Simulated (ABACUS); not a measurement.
**Pt in ABACUS: convergence with scf thr**

Input of the first run (scf thr 0.01); the others differ in this setting and in those tied to it:

INPUT

```
INPUT_PARAMETERS
suffix              Pt
calculation         scf
basis_type          pw
pseudo_dir          ./
symmetry            1
dft_functional      pbesol
ecutwfc             84
pseudo_rcut         10
nspin               1
nbands              13
ks_solver           dav
smearing_method     mv
smearing_sigma      0.00734986
scf_thr             0.01
scf_nmax            100
mixing_type         broyden
mixing_beta         0.7
cal_force           1
cal_stress          1
kpar                4
```

Contents of STRU:

```
ATOMIC_SPECIES
Pt 195.0840 Pt.upf

LATTICE_CONSTANT
1.8897261246

LATTICE_VECTORS
-1.5748400000 1.6435080000 1.5953300000
1.5494520000 -1.6075390000 1.5339730000
1.5763000000 1.6089990000 -1.5593610000

ATOMIC_POSITIONS
Direct

Pt
0.0
1
-0.0065370000 -0.0117980000 -0.0021140000 1 1 1
```

Contents of KPT:

```
K_POINTS
0
Gamma
8 8 8 0 0 0
```

Potentials or basis: PseudoDojo NC SR 0.5 PBE stringent, plane waves.

The run is started by

```console
$ OMP_NUM_THREADS=1 mpirun -np 4 abacus > log
```

The cell isn't the ideal one: cell strained at random.

This isn't the form of Pt at room conditions, which is fcc.

Hardware: 4 MPI ranks on Intel(R) Xeon(R) Platinum 8488C (Sapphire Rapids), on a shared host.

Problem. The values tried are 0.01, 0.001, 0.0001, 1e-05, 1e-06, 1e-07, 1e-08, 1e-10, loosest first. From which on does the pressure stay within 0.1 GPa of the tightest run that finished?

Solution. From 1e-06 on.

| scf thr | energy less the tightest run, at zero smearing (meV/atom) | pressure (GPa) | SCF cycles | CPU time (s) |
| --- | --- | --- | --- | --- |
| 0.01 | 0.70 | -12.68 | 3 | 26 |
| 0.001 | 0.70 | -12.68 | 3 | 26 |
| 0.0001 | 0.02 | -10.30 | 4 | 31 |
| 1e-05 | 0.02 | -10.30 | 4 | 31 |
| 1e-06 | 0.00 | -9.67 | 5 | 37 |
| 1e-07 | 0.00 | -9.75 | 6 | 40 |
| 1e-08 | 0.00 | -9.75 | 6 | 41 |
| 1e-10 | 0.00 | -9.73 | 8 | 50 |

Against the tightest run, the energy stays within 1 meV/atom from 0.01 on. The tightest run that finished is the yardstick and may itself not be fully converged.

Caveat, for the tightest run too: the potentials were made for another functional, which shifts forces and pressure. Spin-orbit coupling is left out, which matters for the levels of Pt.
